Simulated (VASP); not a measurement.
Set up this calculation in VASP 6.6.1, as the native input.

- Task: single point
- Functional: LDA
- Potentials or basis: VASP PAW LDA potentials, release 64 (Al, Ni)
- Cutoff: 520 eV
- k mesh: 5 × 5 × 5
- Occupations: methfessel-paxton, width 0.05 eV
- Spin: non-collinear spin, typed start, spin-orbit coupling
- Starting moments: [[0.0, 0.0, 0.0], [1.061, 1.061, 0.0]] μB
- Dipole correction: no
- Further INCAR settings: ALGO = Normal; EDIFF = 1e-06; NBANDS = 25

The structure of AlNi lies in POSCAR:

```
AlNi
1.0
    1.9386940000     -1.9531900000      0.0000000000
    1.9386940000      1.9531900000      0.0000000000
    0.0000000000      0.0000000000      3.0994300000
Al Ni
1 1
Direct
    0.0000000000      0.0000000000      0.0000000000
    0.5000000000      0.5000000000      0.5000000000
```

The cell comes from a database or a generator and needn't be the stable form of this composition.

These files were run (other wordings do the same):

INCAR

```
  ALGO = Normal
  EDIFF = 1E-6
  ENCUT = 520
  GGA_COMPAT = F
  ISIF = 2
  ISMEAR = 1
  LASPH = T
  LCHARG = F
  LMAXMIX = 4
  LNONCOLLINEAR = T
  LORBIT = 11
  LORBMOM = T
  LREAL = F
  LSORBIT = T
  LWAVE = F
  MAGMOM = 0 0 0 1.061 1.061 0
  NBANDS = 25
  NELM = 150
  PREC = Accurate
  SIGMA = 0.05
```

KPOINTS

```
k-points
0
Gamma
  5 5 5
```

Potentials or basis: VASP PAW LDA potentials, release 64 (Al, Ni).

Launch:

```bash
$ cat potpaw_LDA.64/Al/POTCAR potpaw_LDA.64/Ni/POTCAR > POTCAR
$ mpirun -np 1 vasp_ncl > vasp.out
```

Results of the run:

| Item | Value |
| --- | --- |
| Pressure | -5.0 GPa |
| Net moment | 0.06 μB per cell |
| Valence electrons inside the program's atomic spheres | Al 0.82; Ni 9.51 |

Caveat: the k mesh is coarse (spacing up to 0.46 Å⁻¹), so the values aren't converged.

It took 99 s on 1 thread of Intel(R) Xeon(R) Platinum 8488C (Sapphire Rapids), with other jobs on the host, peak memory 0.19 GiB.
